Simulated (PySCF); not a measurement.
Fill in the blanks.

Compound: aniline radical cation, C6H7N (charge +1 and doublet state).
Z-matrix (Å and degrees, PBE0-D3(BJ)/def2-SVP geometry), rows numbered from 1:
```
N 
C   1  1.3276
C   2  1.4343  1  119.99
C   3  1.3725  2  119.41  1   180.00
C   4  1.4128  3  120.21  2    -0.00
C   5  1.4126  4  120.77  3     0.00
C   6  1.3725  5  120.20  4    -0.00
H   1  1.0171  2  121.31  3  -180.00
H   1  1.0172  2  121.53  3    -0.01
H   3  1.0928  2  119.51  1    -0.00
H   4  1.0918  3  120.02  2  -180.00
H   5  1.0926  4  119.62  3  -180.00
H   6  1.0918  5  119.79  4   180.00
H   7  1.0928  2  119.48  1    -0.00
```

```json
{"property": "point group", "level": "PBE0-D3(BJ)/def2-SVP", "value": "?"}
{"property": "rotational constants A, B, C", "level": "PBE0-D3(BJ)/def2-SVP", "value": "?"}
{"property": "isotropic g value", "level": "unrestricted B3LYP/IGLO-III on C N, pcH-1 on H, mean-field spin–orbit", "value": "?"}
{"property": "spin squared ⟨S²⟩", "level": "unrestricted B3LYP/IGLO-III on C N, pcH-1 on H", "value": "0.770"}
{"property": "largest isotropic hyperfine couplings (means over sets of like nuclei)", "level": "unrestricted B3LYP/IGLO-III on C N, pcH-1 on H", "value": "?"}
```

Electronic properties: PySCF, gas phase, density fitting.

Question: Give the point group.

Answer: C2v.

Question: Give the isotropic g value.

Answer: 2.00273.

Question: Give the largest isotropic hyperfine couplings (means over sets of like nuclei).

Answer: 13C +31.9 (C5), 1H -27.9 (H12), 1H -27.8 (H8/H9), 13C -19.9 (C4/C6), 1H -15.2 (H10/H14) MHz.

Question: Give the rotational constants A, B, C.

Answer: 5.386, 2.687, 1.793 GHz.

g_iso is shifted by about +410 ppm from the free-electron value 2.002319. With B = h/(8π²I), that is 505.379 GHz u Å² over I, the principal moments of inertia are 93.8, 188.1 and 281.9 u Å² (most abundant isotopes); the inertial defect Ic − Ia − Ib is 0.0 u Å² (zero for a rigid planar frame, negative otherwise). The rotational constants make it an asymmetric top with κ = (2B − A − C)/(A − C) = -0.50, nearer the prolate limit (−1). At 9.50 GHz, hν = g·μB·B₀ (B₀ the magnetic field) puts the centre of the isotropic spectrum, to first order, at 338.9 mT.
